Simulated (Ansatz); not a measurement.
Runs of Ansatz 0.2.0 on NiO. It takes space group Fm-3m (No. 225, cubic). The conventional cell has a = 4.172 Å, b = 4.172 Å, c = 4.172 Å, α = 90.00°, β = 90.00°, γ = 90.00°. Ni (site symmetry m-3m) has 6 O at 2.09 Å as nearest neighbours. O (site symmetry m-3m) has 6 Ni at 2.09 Å as nearest neighbours. 

```tsv
task	level	cell	k mesh	cutoff (eV)	q mesh	points for each segment of the path	atoms under strain	gap on the mesh (eV)	pressure (GPa)	moment (μB)
phonons	LDA	as given	8 × 8 × 8	420	2 × 2 × 2	8	-	none	-	0.71
relaxation of cell and atoms	BLYP	relaxed	11 × 11 × 11	420	-	-	-	-	0.0	(a)
band structure	r2SCAN	as given	11 × 11 × 11	500	-	14	-	(b)	2.7	2.00
elastic constants	LDA	as given	8 × 8 × 8	420	-	-	clamped	none	-19.0	0.71
```

Alike in all rows: potentials or basis Ansatz PAW; spin collinear, ferromagnetic start; smearing fermi-dirac 0.05 eV.

Question: Fill in the values left out.

Answer: (a) 1.86; (b) 0.82.

Caveats: a cell with one magnetic atom can't hold antiferromagnetic order, which such compounds often take; the PAW data sets come from PBE, with cores solved anew for the run's functional, which leaves a small shift of forces and pressure; semilocal functionals often make such compounds metallic where correlation or magnetic order opens a gap, which also shifts bond lengths (some runs); some modes are imaginary (some runs); the plane-wave basis is chosen anew once the cell has moved, so the energies of steps on either side of that aren't comparable (some runs); the magnetic or orbital state may not be the lowest (some runs); the cell is more than 3 GPa from zero pressure, which shifts response properties (some runs).

A k mesh can miss the band edges.

A gap of «none» marks a metal or a gap under the smearing width.

Runs at the PBE level aren't shown here.
